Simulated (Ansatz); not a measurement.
# CdI2 (P-3m1): how far a G0W0 gap depends on its settings

How well converged is a G0W0 gap of CdI2 (CdI2 type)?

Program: Ansatz 0.2.0. G0W0, plane waves. Spin-unpolarised throughout; all numbers are computed.

**1. Starting point**

The cell was relaxed beforehand with r2SCAN+rVV10.

The symmetry is P-3m1 (No. 164, trigonal); a = 4.247 Å, c = 6.895 Å in the conventional setting, 35.90 Å³ an atom. Around Cd lie 6 I at 2.99 Å; around I lie 3 Cd at 2.99 Å.

The structure in full:

```cif
data_structure
_symmetry_space_group_name_H-M 'P-3m1'
_symmetry_Int_Tables_number 164
_cell_length_a 4.2470
_cell_length_b 4.2470
_cell_length_c 6.8950
_cell_angle_alpha 90.000
_cell_angle_beta 90.000
_cell_angle_gamma 120.000
_cell_volume 107.70
loop_
_atom_site_label
_atom_site_type_symbol
_atom_site_symmetry_multiplicity
_atom_site_Wyckoff_symbol
_atom_site_fract_x
_atom_site_fract_y
_atom_site_fract_z
_atom_site_occupancy
Cd1 Cd 1 a 0.00000 0.00000 0.00000 1
I1 I 2 d 0.33333 0.66667 0.24939 1
```

**2. 244 empty bands, 100 eV**

Input file input.yaml:

```yaml
crystal:
  lattice:
    - [4.2470087461, 0.0, 0.0]
    - [-2.123504373, 3.6780174642, 0.0]
    - [0.0, 0.0, 6.895025157]
  atoms:
    - { symbol: Cd, position: [0.0, 0.0, 0.0] }
    - { symbol: I, position: [0.3333333333, 0.6666666667, 0.2493934726] }
    - { symbol: I, position: [0.6666666667, 0.3333333333, 0.7506065274] }
kpoints:
  mp_grid: { grid: [6, 6, 4] }
hamiltonian:
  xc: pbe
scf:
  occupations: { method: fixed }
gw:
  n_empty_bands: 244
  ecut_chi: 100
  qp_bands: [v2, c2]
  qp_kpoints: band_edges
  screening: { model: contour_deformation }
```

**3. 590 empty bands, 180 eV**

input.yaml, as its differences from that of step 2:

```diff
@@ -16,4 +16,4 @@
 gw:
-  n_empty_bands: 244
-  ecut_chi: 100
+  n_empty_bands: 590
+  ecut_chi: 180
   qp_bands: [v2, c2]
```

**4. 1145 empty bands, 260 eV**

input.yaml, as its differences from that of step 3:

```diff
@@ -16,4 +16,4 @@
 gw:
-  n_empty_bands: 590
-  ecut_chi: 180
+  n_empty_bands: 1145
+  ecut_chi: 260
   qp_bands: [v2, c2]
```

**5. Starting from HSE06**

input.yaml, as its differences from that of step 4:

```diff
@@ -12,3 +12,3 @@
 hamiltonian:
-  xc: pbe
+  xc: hse06
 scf:
@@ -16,4 +16,4 @@
 gw:
-  n_empty_bands: 1145
-  ecut_chi: 260
+  n_empty_bands: 590
+  ecut_chi: 180
   qp_bands: [v2, c2]
```

**6. Starting from r2SCAN**

input.yaml, as its differences from that of step 5:

```diff
@@ -12,3 +12,3 @@
 hamiltonian:
-  xc: hse06
+  xc: r2scan
 scf:
```

**7. Starting from PBE0**

input.yaml, as its differences from that of step 6:

```diff
@@ -12,3 +12,3 @@
 hamiltonian:
-  xc: r2scan
+  xc: pbe0
 scf:
```

**8. A plasmon pole in place of the full frequency dependence**

input.yaml, as its differences from that of step 7:

```diff
@@ -12,3 +12,3 @@
 hamiltonian:
-  xc: pbe0
+  xc: pbe
 scf:
@@ -20,2 +20,2 @@
   qp_kpoints: band_edges
-  screening: { model: contour_deformation }
+  screening: { model: godby_needs }
```

Q: Predict the outcome of this session. Wanted: for each run, start; potentials; frequencies; empty bands; cutoff; Kohn-Sham gap; G0W0 gap.

**Answer**, as computed:

```
 start  potentials  frequencies  empty bands  cutoff (eV)   mesh  Kohn-Sham gap (eV)  G0W0 gap (eV)
   PBE         PAW         full          244          100  6×6×4                2.37           3.53
   PBE         PAW         full          590          180  6×6×4                2.37           3.58
   PBE         PAW         full         1145          260  6×6×4                2.37           3.60
 HSE06         PAW         full          590          180  6×6×4                3.34           4.09
r2SCAN         PAW         full          590          180  6×6×4                2.83           3.90
  PBE0         PAW         full          590          180  6×6×4                4.02           4.29
```

Gaps are those on each run's own mesh. Runs that failed or were set aside have no row.

**Reading.** With bands and cutoff raised together, from 244 bands at 100 eV to 1145 at 260 eV, the gap moves by +0.07 eV, and on the last rung by +0.02 eV; extrapolated in 1/N from the last two rungs, the limit on this k mesh would lie near 3.6 eV. The starting point matters: against PBE, HSE06 gives +0.51 eV, r2SCAN gives +0.32 eV, PBE0 gives +0.71 eV. Spin-orbit coupling is left out.
